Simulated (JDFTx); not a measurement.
The system is KBr.

```
Br K
1.0
     0.00000    3.30000    3.30000
     3.30000    0.00000    3.30000
     3.30000    3.30000    0.00000
Br K
1 1
Direct
  0.50000 0.50000 0.50000
  0.00000 0.00000 0.00000
```

Base run:

```yaml
Program: JDFTx 1.7.0 (patched build)
Functional: HLE16
Potentials_or_basis: PseudoDojo-SR-PBE-0.5-standard
Cutoff: 1007 eV
Density_cutoff: 8055 eV
k_mesh: 7 × 7 × 7
Occupations: fermi-dirac, width 0.05 eV
Spin: no spin polarisation
```

Its results: band gap on the k mesh 6.69 eV, direct.

**Question.** The run is repeated on the same cell with these changes: functional from HLE16 to GLLB-SC; occupations from fermi-dirac, width 0.05 eV to fixed. What comes out?

**Answer.** Band gap on the k mesh, kohn-sham part alone 5.71 eV, direct.

Caveats: the empty levels aren't tightly converged; an odd mesh through Γ misses points on the zone boundary, where band edges often lie; the potentials were made for a functional far from this one (some runs); the gap lacks the derivative discontinuity (some runs); a model potential gives levels but no total energy (some runs).
